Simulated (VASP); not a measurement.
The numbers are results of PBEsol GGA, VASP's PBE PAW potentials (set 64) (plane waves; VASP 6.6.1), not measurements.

Input for VASP

### INCAR
```
SYSTEM = CaF2
PREC = Accurate; ENCUT = 520; LREAL = .FALSE.
LASPH = .TRUE.
EDIFF = 1E-8; NELM = 100; ALGO = Normal
ISMEAR = 0; SIGMA = 0.01
GGA = PS
IBRION = 8; NSW = 1
LWAVE = .FALSE.; LCHARG = .FALSE.
LEPSILON = .TRUE.
```

KPOINTS:
```
Automatic mesh
0
Gamma
7 7 7
0 0 0
```

POSCAR:
```
CaF2
2.7137070
  0.0000000000   1.0000000597   1.0000000597
  1.0000000597   0.0000000000   1.0000000597
  1.0000000597   1.0000000597   0.0000000000
Ca F
1 2
direct
  0.0000000000   0.0000000000   0.0000000000
  0.2500000000   0.2500000000   0.2500000000
  0.7500000000   0.7500000000   0.7500000000
```

POTCAR, in this order: Ca_sv F (PBE.64 set). Program: vasp_std.

The resulting files:

File OUTCAR:
```


 HEAD OF MICROSCOPIC STATIC DIELECTRIC TENSOR (INDEPENDENT PARTICLE, excluding Hartree and local field effects)
 ------------------------------------------------------
           2.405441    -0.000000     0.000000
           0.000000     2.405441    -0.000000
           0.000000    -0.000000     2.405441
 ------------------------------------------------------

 MACROSCOPIC STATIC DIELECTRIC TENSOR (including local field effects in DFT)
 ------------------------------------------------------
           2.312810    -0.000000     0.000000
          -0.000000     2.312810     0.000000
           0.000000     0.000000     2.312810
 ------------------------------------------------------

 PIEZOELECTRIC TENSOR (including local field effects)  for field in x, y, z        (e  Angst)
          XX          YY          ZZ          XY          YZ          ZX
  --------------------------------------------------------------------------------
  x     0.00000     0.00000     0.00000     0.00000     0.00000     0.00000
  y     0.00000     0.00000     0.00000     0.00000     0.00000     0.00000
  z     0.00000     0.00000     0.00000     0.00000     0.00000     0.00000

 PIEZOELECTRIC TENSOR (including local field effects)  for field in x, y, z        (C/m^2)
          XX          YY          ZZ          XY          YZ          ZX
  --------------------------------------------------------------------------------
  x     0.00000     0.00000     0.00000     0.00000     0.00000     0.00000
  y     0.00000     0.00000     0.00000     0.00000     0.00000     0.00000
  z     0.00000     0.00000     0.00000     0.00000     0.00000     0.00000

 BORN EFFECTIVE CHARGES (including local field effects) (in |e|, cummulative output)
 ---------------------------------------------------------------------------------
 ion    1
    1     2.37102     0.00000     0.00000
    2     0.00000     2.37102     0.00000
    3     0.00000     0.00000     2.37102
 ion    2
    1    -1.18551     0.00000     0.00000
    2     0.00000    -1.18551     0.00000
    3     0.00000     0.00000    -1.18551
 ion    3
    1    -1.18551     0.00000     0.00000
    2     0.00000    -1.18551     0.00000
    3     0.00000     0.00000    -1.18551
```
(Selected blocks of OUTCAR.)

The compound is CaF2 in the fluorite structure. It was relaxed first.
